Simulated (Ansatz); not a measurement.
## Sc in Ansatz: convergence with n extra bands

Crystal: Sc.

```xyz
1
Lattice="0.0000 2.2600 2.2600 2.2600 0.0000 2.2600 2.2600 2.2600 0.0000" Properties=species:S:1:pos:R:3 pbc="T T T"
Sc    0.0000    0.0000    0.0000
```

This isn't the form of Sc at room conditions, which is hcp.

```yaml
Program: Ansatz 0.2.0
Task: convergence study
Functional: PBEsol
Potentials_or_basis: all-electron LAPW, scalar-relativistic
Cutoff: 174 eV (chosen from the basis error)
Basis_error_allowed: 0.001 eV/atom
k_mesh: 10 × 10 × 10
Occupations: fermi-dirac, width 0.05 eV
Spin: no spin polarisation
```

These are the settings of the first run; the series varies n extra bands, with any setting tied to it.

Hardware: 1 thread of Arm Neoverse V1 (shared host).

| n extra bands | energy less the tightest run, at zero smearing (meV/atom) | SCF cycles | CPU time (s) | peak memory (GiB) |
| --- | --- | --- | --- | --- |
| 1 | 0.00 | 5 | 1.8 | 0.21 |
| 2 | 0.00 | 5 | 1.9 | 0.21 |
| 4 | 0.00 | 5 | 2 | 0.21 |
| 8 | 0.00 | 5 | 2.4 | 0.21 |
| 16 | 0.00 | 5 | 3.2 | 0.23 |
| 32 | 0.00 | 5 | 5.9 | 0.26 |

Against the tightest run, the energy stays within 1 meV/atom from 1 on. The tightest run that finished is the yardstick and may itself not be fully converged.
